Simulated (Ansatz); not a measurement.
## Phase order of W (relativity switched off)

Structure types of W are relaxed in primitive cells with their symmetry kept at 0 GPa, first on PAW files, then by LAPW. The enthalpy is E + pV at zero temperature, without zero-point motion. Only the types listed were tried, and differences under about 5 meV/atom are mesh noise.

All numbers are PBE results (non-relativistic) from Ansatz 0.2.0, with Fermi–Dirac smearing of 0.05 eV, no spin polarisation. Methods: LAPW: all electrons, basis error target 0.5 meV/atom.

k meshes: fcc 18×18×18, bcc 18×18×18, hcp 17×17×9.

| start type | ends as | a, b, c (Å) | V (Å³/atom) | H − H(lowest), LAPW (meV/atom) |
| --- | --- | --- | --- | --- |
| fcc | fcc, Fm-3m | 4.110, 4.110, 4.110 | 17.36 | ? |
| bcc | bcc, Im-3m | 3.250, 3.250, 3.250 | 17.16 | 0.0 |
| hcp | hcp, P6_3/mmc | 2.837, 2.837, 5.009 | 17.45 | ? |

**Question.** Fill in "H − H(lowest), LAPW (meV/atom)" for the row "fcc".

**Answer.** 405.7.

**Question.** Give the missing entry: row "hcp", column "H − H(lowest), LAPW (meV/atom)".

**Answer.** 424.3.
